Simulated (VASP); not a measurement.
Sr: single point with PBEsol

The system is Sr.

```
CELL_PARAMETERS angstrom
0.00000 2.96082 2.96082
2.96082 0.00000 2.96082
2.96082 2.96082 0.00000
ATOMIC_POSITIONS crystal
Sr 0.00000 0.00000 0.00000
```

| Property | Result |
| --- | --- |
| Program | VASP 6.6.1 |
| Task | single point |
| Functional | PBEsol |
| Potentials or basis | VASP PAW PBE potentials, release 64 (Sr_sv) |
| Cutoff | 520 eV |
| k mesh | 12 × 12 × 12 |
| Occupations | gaussian, width 0.5 eV |
| Spin | no spin polarisation |

```yaml
Pressure: 0.2 GPa
Band_gap_on_the_k_mesh: none (metal or under the smearing width)
```

Levels at points of the mesh, in eV from the Fermi level:
```
           k point  band 1  band 2  band 3  band 4  band 5  band 6  band 7  band 8  band 9
(0.00, 0.00, 0.00)  -36.34  -18.23  -18.23  -18.23   -3.67    2.47    2.47    2.47    4.05
(0.50, 0.00, 0.00)  -36.32  -18.47  -18.26  -18.26   -1.09    0.22    2.31    2.31    5.17
(0.50, 0.50, 0.00)  -36.31  -18.46  -18.32  -18.32   -0.64    0.36    1.26    5.18    5.50
```

It took 17 s on 1 thread of Intel(R) Xeon(R) Platinum 8488C (Sapphire Rapids), on a shared host, peak memory 0.18 GiB.

Caveat: the PAW data sets were made with another functional, which shifts forces and pressure a little.
